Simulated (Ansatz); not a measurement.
Ag2O:

```
Ag O
1.0
     4.71800    0.00000    0.00000
     0.00000    4.71800    0.00000
     0.00000    0.00000    4.71800
Ag O
4 2
Cartesian
  3.5385 1.1795 3.5385
  3.5385 3.5385 1.1795
  1.1795 3.5385 3.5385
  1.1795 1.1795 1.1795
  2.3590 2.3590 2.3590
  0.0000 0.0000 0.0000
```

```yaml
Program: Ansatz 0.2.0
Task: relaxation of cell and atoms
Functional: PBE
Potentials_or_basis: Ansatz PAW
Cutoff: "420 eV (not typed: the program's choice for these potentials)"
k_mesh: 5 × 5 × 5
Occupations: fermi-dirac, width 0.05 eV
Spin: no spin polarisation
```

At the start: volume 17.50 Å³/atom.

Question: Where does the relaxation end?

Answer: It ends after 7 steps and the volume is 18.58 Å³/atom (+6.1 %); space group Pn-3m (No. 224, to 0.05 Å).

The path:
```tsv
step	energy change (eV)	largest force (eV/Å)	volume (Å³)
1	0.0000	0.0000	105.02
2	-0.0765	0.0000	109.78
3	-0.0786	0.0000	111.07
4	-0.0784	0.0000	111.21
5	-0.0925	0.0000	111.21
6	-0.0922	0.0000	111.46
7	-0.0923	0.0000	111.46
```

Final structure:
```yaml
crystal:
  lattice:
    - [4.81253, 0.00000, 0.00000]
    - [0.00000, 4.81253, 0.00000]
    - [0.00000, 0.00000, 4.81253]
  atoms:
    - { symbol: Ag, position: [0.75000, 0.25000, 0.75000] }
    - { symbol: Ag, position: [0.75000, 0.75000, 0.25000] }
    - { symbol: Ag, position: [0.25000, 0.75000, 0.75000] }
    - { symbol: Ag, position: [0.25000, 0.25000, 0.25000] }
    - { symbol: O, position: [0.50000, 0.50000, 0.50000] }
    - { symbol: O, position: [0.00000, 0.00000, 0.00000] }
```

Caveat: the plane-wave basis is chosen anew once the cell has moved, so the energies of steps on either side of that aren't comparable.
